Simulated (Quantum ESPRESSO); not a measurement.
A calculation with Quantum ESPRESSO 7.5 of Sb (ASE script, structure from a POSCAR):

run.py

```python
import numpy as np
from ase.calculators.espresso import Espresso, EspressoProfile
from ase.io import read

atoms = read('POSCAR')

input_data = {
    'control': {'calculation': 'scf', 'prefix': 'pwscf', 'outdir': './tmp', 'tprnfor': True, 'tstress': True, 'disk_io': 'nowf'},
    'system': {'ecutwfc': 55.0, 'ecutrho': 440.0, 'nbnd': 13, 'occupations': 'smearing', 'smearing': 'fd', 'degauss': 0.00367493},
    'electrons': {'conv_thr': 2e-10, 'electron_maxstep': 120, 'mixing_beta': 0.5},
}
pseudopotentials = {'Sb': 'sb_pbe_v1.4.uspp.F.UPF'}
profile = EspressoProfile(command='pw.x', pseudo_dir='pseudo')
atoms.calc = Espresso(profile=profile, input_data=input_data, pseudopotentials=pseudopotentials, kpts=(8, 8, 8), koffset=(0, 0, 0))

print(f'energy {atoms.get_potential_energy():.8f} eV')
print('forces (eV/A)')
print(np.round(atoms.get_forces(), 6))
print('stress (eV/A^3, Voigt)')
print(np.round(atoms.get_stress(), 8))
print(f'Fermi level {atoms.calc.get_fermi_level():.4f} eV')
```

File POSCAR:

```
Sb
1.0
    3.1600000000      0.0000000000      0.0000000000
    0.0000000000      3.1600000000      0.0000000000
    0.0000000000      0.0000000000      3.1600000000
Sb
1
Direct
    0.0000000000      0.0000000000      0.0000000000
```

Potentials or basis: SSSP 1.3 efficiency PBE.

Launch:

```bash
$ OMP_NUM_THREADS=1 python run.py
```

This isn't the form of Sb at room conditions, which is rhombohedral.

Problem. Write the same calculation in another form: native input, structure typed inline.

Solution. As run:

pw.in

```
&CONTROL
  calculation = 'scf'
  prefix = 'pwscf'
  outdir = './tmp'
  pseudo_dir = './pseudo'
  tprnfor = .true.
  tstress = .true.
  disk_io = 'low'
/
&SYSTEM
  ibrav = 0
  nat = 1
  ntyp = 1
  ecutwfc = 55
  ecutrho = 440
  nbnd = 13
  occupations = 'smearing'
  smearing = 'fd'
  degauss = 0.00367493
/
&ELECTRONS
  conv_thr = 2d-10
  electron_maxstep = 120
  mixing_beta = 0.5
/
ATOMIC_SPECIES
Sb   121.7600 sb_pbe_v1.4.uspp.F.UPF
CELL_PARAMETERS angstrom
   3.1600000000    0.0000000000    0.0000000000
   0.0000000000    3.1600000000    0.0000000000
   0.0000000000    0.0000000000    3.1600000000
ATOMIC_POSITIONS crystal
Sb     0.0000000000    0.0000000000    0.0000000000
K_POINTS automatic
8 8 8 0 0 0
```

The input pp_density.in:

```
&INPUTPP
  prefix = 'pwscf'
  outdir = './tmp'
  filplot = 'density.dat'
  plot_num = 0
/
&PLOT
  nfile = 1
  filepp(1) = 'density.dat'
  iflag = 3
  output_format = 6
  fileout = 'density.cube'
/
```

File pp_potential.in:

```
&INPUTPP
  prefix = 'pwscf'
  outdir = './tmp'
  filplot = 'potential.dat'
  plot_num = 11
/
&PLOT
  nfile = 1
  filepp(1) = 'potential.dat'
  iflag = 3
  output_format = 6
  fileout = 'potential.cube'
/
```

Potentials or basis: SSSP 1.3 efficiency PBE.

Command:

```console
$ OMP_NUM_THREADS=1 pw.x -in pw.in > pw.out
$ OMP_NUM_THREADS=1 pp.x -in pp_density.in > pp_density.out
$ OMP_NUM_THREADS=1 pp.x -in pp_potential.in > pp_potential.out
```

Both were run:

|  | ASE script, structure from a POSCAR | native input, structure typed inline |
| --- | --- | --- |
| Pressure | -2.2 GPa | -2.2 GPa |
| Band gap on the k mesh | none (metal or under the smearing width) | none (metal or under the smearing width) |

Keys that steer only the numerical path or the files written may differ.
